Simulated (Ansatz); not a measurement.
Molecular dynamics on a 2×2×3 supercell (24 atoms) of C (diamond), relaxed with r2SCAN. Forces come from r2SCAN in Ansatz 0.2.0: a Nosé-Hoover thermostat at fixed volume, 1300 K, steps of 1.5 fs. Classical nuclei, no spin polarisation; a few dozen steps show the first response, not equilibrium.

```yaml
crystal:
  lattice:
    - [0.0, 3.5602482822, 3.5602482822]
    - [3.5602482822, 0.0, 3.5602482822]
    - [5.3403724233, 5.3403724233, 0.0]
  atoms:
    - { symbol: C, position: [0.0, 0.0, 0.0] }
    - { symbol: C, position: [0.125, 0.125, 0.0833333333] }
    - { symbol: C, position: [0.0, 0.0, 0.3333333333] }
    - { symbol: C, position: [0.125, 0.125, 0.4166666667] }
    - { symbol: C, position: [0.0, 0.0, 0.6666666667] }
    - { symbol: C, position: [0.125, 0.125, 0.75] }
    - { symbol: C, position: [0.0, 0.5, 0.0] }
    - { symbol: C, position: [0.125, 0.625, 0.0833333333] }
    - { symbol: C, position: [0.0, 0.5, 0.3333333333] }
    - { symbol: C, position: [0.125, 0.625, 0.4166666667] }
    - { symbol: C, position: [0.0, 0.5, 0.6666666667] }
    - { symbol: C, position: [0.125, 0.625, 0.75] }
    - { symbol: C, position: [0.5, 0.0, 0.0] }
    - { symbol: C, position: [0.625, 0.125, 0.0833333333] }
    - { symbol: C, position: [0.5, 0.0, 0.3333333333] }
    - { symbol: C, position: [0.625, 0.125, 0.4166666667] }
    - { symbol: C, position: [0.5, 0.0, 0.6666666667] }
    - { symbol: C, position: [0.625, 0.125, 0.75] }
    - { symbol: C, position: [0.5, 0.5, 0.0] }
    - { symbol: C, position: [0.625, 0.625, 0.0833333333] }
    - { symbol: C, position: [0.5, 0.5, 0.3333333333] }
    - { symbol: C, position: [0.625, 0.625, 0.4166666667] }
    - { symbol: C, position: [0.5, 0.5, 0.6666666667] }
    - { symbol: C, position: [0.625, 0.625, 0.75] }
kpoints:
  mp_grid: { grid: [4, 4, 2] }
hamiltonian:
  xc: r2scan
scf:
  occupations: { method: fermi_dirac, width: 0.112 }
md:
  ensemble: nvt_nose_hoover
  temperature: 1300
  timestep: 1.5
  n_steps: 20
  initial_velocities: maxwell_boltzmann
  seed: 2899
```

Command: `ansatz run input.yaml --threads 4 --pin off --max-ram 3686MiB --backend cpu --events-out ev --progress --plain --runs-dir out`.

Question: What wall time did it need on 4 threads of Arm Neoverse V2, with other jobs on the host, load about 0.4 per core, and what peak of host memory did it reach?

Answer: About 110 s, with a peak of 0.93 GiB.

```
step  t (fs)  T (K)  free energy F from step 0 (meV/atom)  kinetic energy (meV/atom)  largest force (eV/Å)
   0       0   1300                                   0.0                      161.0                  0.00
   1     1.5   1200                                  12.7                      148.7                  2.00
   2       3    941                                  45.6                      116.6                  3.60
   3     4.5    617                                  86.6                       76.5                  4.72
   4       6    338                                 121.9                       41.9                  5.37
   5     7.5    186                                 141.0                       23.0                  5.57
   6       9    189                                 140.4                       23.4                  5.38
   7    10.5    322                                 123.5                       39.9                  4.82
   8      12    517                                  98.7                       64.1                  3.95
   9    13.5    696                                  76.2                       86.2                  3.18
  10      15    796                                  63.9                       98.6                  3.15
  11    16.5    794                                  64.5                       98.4                  3.43
  12      18    715                                  75.0                       88.6                  4.63
  13    19.5    620                                  87.6                       76.9                  5.48
  14      21    576                                  93.6                       71.3                  5.65
  15    22.5    616                                  88.7                       76.3                  4.99
  16      24    722                                  75.4                       89.5                  4.05
  17    25.5    836                                  61.1                      103.6                  4.06
  18      27    898                                  53.7                      111.2                  3.70
  19    28.5    874                                  57.2                      108.3                  3.73
  20      30    773                                  70.5                       95.8                  3.86
```

The temperature starts at 1300 K, is lowest at step 5 (186 K, 7.5 fs) and ends at 773 K. The thermostat hasn't had time to restore it. The atoms start on their lattice sites with kinetic energy alone, so much of it first passes into potential energy. By the last step the atoms have moved 0.06 Å in the root mean square, the drift of the whole cell taken out, 0.11 Å at most.

Positions (Å) and forces (eV/Å) at step 20:
```
C    0.020   0.049  -0.048    -0.928  -2.522   1.325
C    0.945   0.886   0.846    -2.430   0.218   1.360
C    1.752   1.810   0.021     3.031  -0.439   0.071
C    2.671   2.700   0.993    -1.010  -0.665  -3.663
C    3.542   3.530  -0.011     0.030   0.884   1.098
C    4.456   4.413   0.869     0.269   1.422  -0.351
C    1.805   0.024   1.738    -0.407  -1.257   1.376
C    2.657   0.895   2.623     0.351  -0.134   2.425
C    3.561   1.701   1.782    -0.774   3.427  -0.682
C    4.435   2.627   2.677     1.101   0.090  -0.840
C    5.330   3.567   1.813     0.144   0.078  -0.485
C    6.217   4.482   2.701     0.202  -0.516  -1.045
C    0.006   1.761   1.798     0.843  -0.256  -0.135
C    0.904   2.682   2.681    -0.696   0.648   0.181
C    1.719   3.630   1.786     2.794  -2.555   0.333
C    2.715   4.446   2.676    -3.066   0.458  -0.609
C    3.566   5.301   1.737    -0.244   0.818   1.252
C    4.399   6.180   2.663     1.806   1.661  -0.440
C    1.805   1.842   3.632    -0.691  -2.004  -2.962
C    2.740   2.648   4.458    -1.982   0.735   0.526
C    3.553   3.482   3.520     0.550   2.412   0.692
C    4.409   4.431   4.396     1.299   0.425   1.260
C    5.319   5.386   3.567     0.330  -1.054  -0.091
C    6.240   6.292   4.484    -0.521  -1.873  -0.595
```
